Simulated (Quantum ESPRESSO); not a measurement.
BN under changes of volume

One of the cells (8.967 Å³/atom); the others are scaled copies at fixed shape and fractional positions:

```
N B
1.0
     2.49824    0.00000    0.00000
    -1.24912    2.16354    0.00000
     0.00000    0.00000    6.63570
N B
2 2
Direct
  0.66667 0.33333 0.25000
  0.33333 0.66667 0.75000
  0.66667 0.33333 0.75000
  0.33333 0.66667 0.25000
```

```yaml
Program: Quantum ESPRESSO 7.5
Functional: LDA
Potentials_or_basis: PseudoDojo 0.4.1 SR LDA standard
Cutoff: 1143 eV
Density_cutoff: 4572 eV
k_mesh: 12 × 12 × 4
Occupations: fermi-dirac, width 0.05 eV
Spin: no spin polarisation
```

```tsv
volume (Å³/atom)	energy over the lowest point (meV/atom)	pressure (GPa)	gap on the mesh (eV)
8.429	17.37	13.7	4.19
8.608	5.45	7.7	4.17
8.787	0.00	2.1	4.15
8.967	?	?	?
9.146	6.31	-7.5	4.11
9.325	17.07	-11.7	4.08
9.505	32.32	-15.5	4.06
```

Problem. What does the run at 8.967 Å³/atom give?

Solution. Energy over the lowest point 0.46 meV/atom; pressure -2.9 GPa; gap on the mesh 4.13 eV.

Worked out: A Birch-Murnaghan fit of order 3 (a polynomial in V^(-2/3)) to the other rows has its minimum at 8.86 Å³/atom with B0 = V·E''(V) = 251 GPa and B' = 3.7 at fixed shape and positions, which overstates the stiffness. It gives 0.47 meV/atom at 8.967 Å³/atom, against the run's 0.46, and -dE/dV = -2.9 GPa, against -2.9. A straight line through the other rows of the gap, of slope -1.09 eV per unit of ln V, gives 4.13 eV, against the run's 4.13.

Energies are extrapolated to zero smearing.

A mesh can miss the band edges.
